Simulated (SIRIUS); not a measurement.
A run of SIRIUS 7.10.0 is set up as follows.

sirius.json

```json
{
  "control": {
    "processing_unit": "cpu",
    "verbosity": 2,
    "num_bands_to_print": 9,
    "print_forces": true,
    "print_stress": true
  },
  "parameters": {
    "electronic_structure_method": "pseudopotential",
    "xc_functionals": ["XC_LDA_X", "XC_LDA_C_PW"],
    "gk_cutoff": 6.4,
    "pw_cutoff": 12.8,
    "ngridk": [9, 9, 5],
    "shiftk": [0, 0, 0],
    "smearing": "fermi_dirac",
    "smearing_width": 0.0018374661,
    "num_bands": 9,
    "num_mag_dims": 0,
    "num_dft_iter": 100,
    "energy_tol": 1e-08,
    "density_tol": 1e-06
  },
  "iterative_solver": {
    "type": "davidson",
    "min_tolerance": 1e-09,
    "tolerance_scale": [0.1, 0.25]
  },
  "mixer": {
    "type": "anderson",
    "beta": 0.7,
    "max_history": 8
  },
  "settings": {
    "tol_ne": 1e-10,
    "pseudo_grid_cutoff": 6.5
  },
  "unit_cell": {
    "lattice_vectors": [
      [0.0, -3.82476788172, -3.82476788172],
      [-3.82476788172, 0.0, -3.82476788172],
      [3.82476788172, 3.82476788172, -7.64953576344]
    ],
    "atom_coordinate_units": "lattice",
    "atom_types": ["Al"],
    "atom_files": {
      "Al": "Al.json"
    },
    "atoms": {
      "Al": [
        [0.52726517, 0.49284955, 0.47462618],
        [0.97273483, 0.00715045, 0.02537382]
      ]
    }
  }
}
```

bands_input.json

```json
{
  "control": {
    "processing_unit": "cpu",
    "verbosity": 1,
    "num_bands_to_print": 9,
    "print_forces": true,
    "print_stress": true
  },
  "parameters": {
    "electronic_structure_method": "pseudopotential",
    "xc_functionals": ["XC_LDA_X", "XC_LDA_C_PW"],
    "gk_cutoff": 6.4,
    "pw_cutoff": 12.8,
    "ngridk": [9, 9, 5],
    "shiftk": [0, 0, 0],
    "smearing": "fermi_dirac",
    "smearing_width": 0.0018374661,
    "num_bands": 9,
    "num_mag_dims": 0,
    "num_dft_iter": 100,
    "energy_tol": 1e-08,
    "density_tol": 1e-06
  },
  "iterative_solver": {
    "type": "davidson",
    "min_tolerance": 1e-09,
    "tolerance_scale": [0.1, 0.25],
    "energy_tolerance": 1e-09,
    "num_steps": 60
  },
  "mixer": {
    "type": "anderson",
    "beta": 0.7,
    "max_history": 8
  },
  "settings": {
    "tol_ne": 1e-10,
    "pseudo_grid_cutoff": 6.5
  },
  "unit_cell": {
    "lattice_vectors": [
      [0.0, -3.82476788172, -3.82476788172],
      [-3.82476788172, 0.0, -3.82476788172],
      [3.82476788172, 3.82476788172, -7.64953576344]
    ],
    "atom_coordinate_units": "lattice",
    "atom_types": ["Al"],
    "atom_files": {
      "Al": "Al.json"
    },
    "atoms": {
      "Al": [
        [0.52726517, 0.49284955, 0.47462618],
        [0.97273483, 0.00715045, 0.02537382]
      ]
    }
  },
  "kpoints_rel": {
    "G": [0.0, 0.0, 0.0],
    "L": [0.0, -0.5, 0.0],
    "B1": [0.375, -0.3125, 0.1875]
  },
  "kpoints_path": ["G", "L", "B1"]
}
```

Potentials or basis: PseudoDojo 0.4.1 PBE standard (scalar relativistic).

The run is started by

```bash
$ upf_to_json Al.upf
$ OMP_NUM_THREADS=1 sirius.scf --input=sirius.json --output=out.json --task=0
$ OMP_NUM_THREADS=1 sirius.scf --input=bands_input.json --task=2
```

(1) Predict the band gap along the path.

(2) Predict the pressure.

## Answers

(1) none (metal or under the smearing width).

(2) 1.2 GPa.

Caveat: the potentials were made for another functional, which shifts forces and pressure.
